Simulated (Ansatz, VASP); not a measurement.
# Nb4N4F (F on NbN(001)): VASP beside Ansatz, part 2 of 2

Wanted: the spread between two codes on one cell, functional and k mesh.

VASP 6.6.1 and Ansatz 0.2.0.

So far: Starting point; Ansatz: single point, PBEsol.

## Step 3: VASP: single point, PBEsol

Level of this step: PBEsol; plane waves and PAW (Nb_sv, N, F) (VASP).

The same cell, functional, mesh and smearing now go to VASP, with its own data sets and cutoff.

Lines of VASP's logs that name or quote its potential files are left out, and so is its time.

The input, INCAR:

```
SYSTEM = Nb4N4F
PREC = Normal
ENCUT = 400
EDIFF = 1E-06
NELM = 120
ISMEAR = 1
SIGMA = 0.1
LREAL = Auto
ALGO = Fast
GGA = PS
NBANDS = 184
LASPH = .TRUE.
LORBIT = 11
LWAVE = .FALSE.
LCHARG = .TRUE.
KPAR = 4
NCORE = 2
IDIPOL = 3
LDIPOL = .TRUE.
DIPOL = 0.5 0.5 0.487
LVHAR = .TRUE.
LVACPOTAV = .TRUE.
NEDOS = 1500
```

The input, POSCAR:

```
Nb4N4F
1.0
    6.2083975390      0.0000000000      0.0000000000
    0.0000000000      6.2083975390      0.0000000000
    0.0000000000      0.0000000000     24.4350000000
Nb N F
16 16 4
Selective dynamics
Direct
    0.0000000000      0.0000000000      0.3273992220  F F F
    0.0000000000      0.5000000000      0.3273992220  F F F
    0.5000000000      0.0000000000      0.3273992220  F F F
    0.5000000000      0.5000000000      0.3273992220  F F F
    0.2500000000      0.2500000000      0.4172293840  F F F
    0.2500000000      0.7500000000      0.4172293840  F F F
    0.7500000000      0.2500000000      0.4172293840  F F F
    0.7500000000      0.7500000000      0.4172293840  F F F
    0.0000000000      0.0000000000      0.5093085579  T T T
    0.0000000000      0.5000000000      0.5093085579  T T T
    0.5000000000      0.0000000000      0.5093085579  T T T
    0.5000000000      0.5000000000      0.5093085579  T T T
    0.2500000000      0.2500000000      0.6009666718  T T T
    0.2500000000      0.7500000000      0.6009666718  T T T
    0.7500000000      0.2500000000      0.6009666718  T T T
    0.7500000000      0.7500000000      0.6009666718  T T T
    0.2500000000      0.2500000000      0.3273992220  F F F
    0.2500000000      0.7500000000      0.3273992220  F F F
    0.7500000000      0.2500000000      0.3273992220  F F F
    0.7500000000      0.7500000000      0.3273992220  F F F
    0.0000000000      0.0000000000      0.4172293840  F F F
    0.0000000000      0.5000000000      0.4172293840  F F F
    0.5000000000      0.0000000000      0.4172293840  F F F
    0.5000000000      0.5000000000      0.4172293840  F F F
    0.2500000000      0.2500000000      0.5083089036  T T T
    0.2500000000      0.7500000000      0.5083089036  T T T
    0.7500000000      0.2500000000      0.5083089036  T T T
    0.7500000000      0.7500000000      0.5083089036  T T T
    0.0000000000      0.0000000000      0.5975043227  T T T
    0.0000000000      0.5000000000      0.5975043227  T T T
    0.5000000000      0.0000000000      0.5975043227  T T T
    0.5000000000      0.5000000000      0.5975043227  T T T
    0.2500000000      0.2500000000      0.6767942704  T T T
    0.2500000000      0.7500000000      0.6767942704  T T T
    0.7500000000      0.2500000000      0.6767942704  T T T
    0.7500000000      0.7500000000      0.6767942704  T T T
```

The input, KPOINTS:

```
Automatic mesh
0
Gamma
4 4 1
0 0 0
```

The projector-augmented-wave data sets are Nb_sv, N and F (PBE family, release 64).

Command:

```sh
$ mpirun -np 8 vasp_std
```

Numbers of over 12 decimals in the logs are rounded to 6 here.

Output:

```text
[banner, memory and clock lines left out]
running    8 mpi-ranks, on    1 nodes
[...]
|                                                                             |
|               ----> ADVICE to this user running VASP <----                  |
|                                                                             |
|     You enforced a specific xc type in the INCAR file but a different       |
|     [... a line on the potential file left out ...]
|     I HOPE YOU KNOW WHAT YOU ARE DOING!                                     |
|                                                                             |

 LDA part: xc-table for (Slater+PW92), standard interpolation
 POSCAR, INCAR and KPOINTS ok, starting setup
[...]
entering main loop
       N       E                     dE             d eps       ncg     rms          rms(c)
DAV:   1     0.327543091521E+04    0.32754E+04   -0.15722E+05  2656   0.134E+03
DAV:   2    -0.659007310549E+02   -0.33413E+04   -0.32723E+04  2824   0.533E+02
[...]
|     in the dimension of the dipole correction to obtain accurate            |
|     workfunction values.                                                    |
|                                                                             |

   1 F= -.36672095E+03 E0= -.36671515E+03  d E =-.174033E-01
|                                                                             |
|           W    W    AA    RRRRR   N    N  II  N    N   GGGG   !!!           |
|           W    W   A  A   R    R  NN   N  II  NN   N  G    G  !!!           |
|           W    W  A    A  R    R  N N  N  II  N N  N  G       !!!           |
|           W WW W  AAAAAA  RRRRR   N  N N  II  N  N N  G  GGG   !            |
|           WW  WW  A    A  R   R   N   NN  II  N   NN  G    G                |
|           W    W  A    A  R    R  N    N  II  N    N   GGGG   !!!           |
|                                                                             |
|     Did not find any points to average over, which means that no vacuum     |
|     field-free region was found. Please increase the size of  your cell     |
|     in the dimension of the dipole correction to obtain accurate            |
|     workfunction values.                                                    |
|                                                                             |
```

Parts of OUTCAR (step 3):

```text
  Total      -46.9542671    -46.9542671    -21.6864459      0.0000000     -0.0000000      0.0000000
  in kB      -79.8756249    -79.8756249    -36.8916081      0.0000000     -0.0000000      0.0000000
  external PRESSURE =     -65.5476193 kB  Pullay stress =       0.0000000 kB

 POSITION                                       TOTAL-FORCE (eV/Angst)
 -----------------------------------------------------------------------------------
      0.00000      0.00000      8.00000        -0.000000     -0.000000      2.706432
      0.00000      3.10420      8.00000         0.000000     -0.000000      2.706432
      3.10420      0.00000      8.00000         0.000000      0.000000      2.706432
      3.10420      3.10420      8.00000         0.000000     -0.000000      2.706432
      1.55210      1.55210     10.19500        -0.000000      0.000000      0.003334
      1.55210      4.65630     10.19500        -0.000000     -0.000000      0.003334
      4.65630      1.55210     10.19500        -0.000000      0.000000      0.003334
      4.65630      4.65630     10.19500        -0.000000     -0.000000      0.003334
      0.00000      0.00000     12.44495        -0.000000      0.000000      0.020432
      0.00000      3.10420     12.44495        -0.000000      0.000000      0.020432
      3.10420      0.00000     12.44495        -0.000000      0.000000      0.020432
      3.10420      3.10420     12.44495        -0.000000      0.000000      0.020432
      1.55210      1.55210     14.68462         0.000000     -0.000000     -0.010070
      1.55210      4.65630     14.68462         0.000000      0.000000     -0.010070
[...]
-----------------------------------------------------------------------------------
    total drift:                                0.000000     -0.000000     -0.031969

  FREE ENERGIE OF THE ION-ELECTRON SYSTEM (eV)
  ---------------------------------------------------
  free  energy   TOTEN  =      -366.7209466019 eV

  energy  without entropy=     -366.7035432871  energy(sigma->0) =     -366.71514550

[... 3 further parts left out ...]
[key lines of the parts left out:]
E-fermi :   1.9303
```

## Step 4: Comparison

Known differences besides the PAW data sets themselves: the cutoff is 420 eV in Ansatz and 400 eV in VASP (PREC = Normal, projectors in real space); Ansatz makes its cores anew for this functional, VASP keeps those of its PBE data sets. Total energies have different zeros and are not compared.

Compared:

| quantity | Ansatz | VASP | difference |
| --- | --- | --- | --- |
| work function, lower of the two faces (eV) | 3.20 | 3.21 | -0.01 |
| work function, higher of the two faces (eV) | 7.03 | 7.11 | -0.08 |

Forces on 10 of the 36 atoms, picked by the larger force of the two programs (eV/Å; atoms numbered as in POSCAR):

| atom | Ansatz x, y, z | VASP x, y, z |
| --- | --- | --- |
| Nb1 | 0.000, 0.000, 2.721 | 0.000, 0.000, 2.706 |
| Nb2 | 0.000, 0.000, 2.721 | 0.000, 0.000, 2.706 |
| Nb3 | 0.000, 0.000, 2.721 | 0.000, 0.000, 2.706 |
| Nb4 | 0.000, 0.000, 2.721 | 0.000, 0.000, 2.706 |
| N17 | 0.000, 0.000, -1.671 | 0.000, 0.000, -1.694 |
| N18 | 0.000, 0.000, -1.671 | 0.000, 0.000, -1.694 |
| N19 | 0.000, 0.000, -1.671 | 0.000, 0.000, -1.694 |
| N20 | 0.000, 0.000, -1.671 | 0.000, 0.000, -1.694 |
| N23 | 0.000, 0.000, -1.051 | 0.000, 0.000, -1.045 |
| N24 | 0.000, 0.000, -1.051 | 0.000, 0.000, -1.045 |

The forces differ by 16 meV/Å r.m.s., which is 2.5 % of the r.m.s. force of 0.65 eV/Å (both taken over all components, held atoms included).

## Step 5: Results

* r.m.s. force difference (single point, PBEsol): 2.5 % of the r.m.s. force

**Reading.** The r.m.s. force difference is 2.5 % of the r.m.s. force (single point, PBEsol), within the 3 % picked in this series as the mark of a large difference. Differences of this kind measure data sets and numerical settings, not the functional's error against experiment.

[Lines on the potential files, build, host, timing and source positions are cut from VASP's logs without a mark.]

[Logs are printed without paths, hosts, clocks, repeated set-up lines and the standing remarks that a program may print on its own settings, such as how far it seeks lower states.]

[Hosts, paths, dates, database ids (printed as entryN), source tags and the programs' standing remarks are cut or masked in the printed files.]
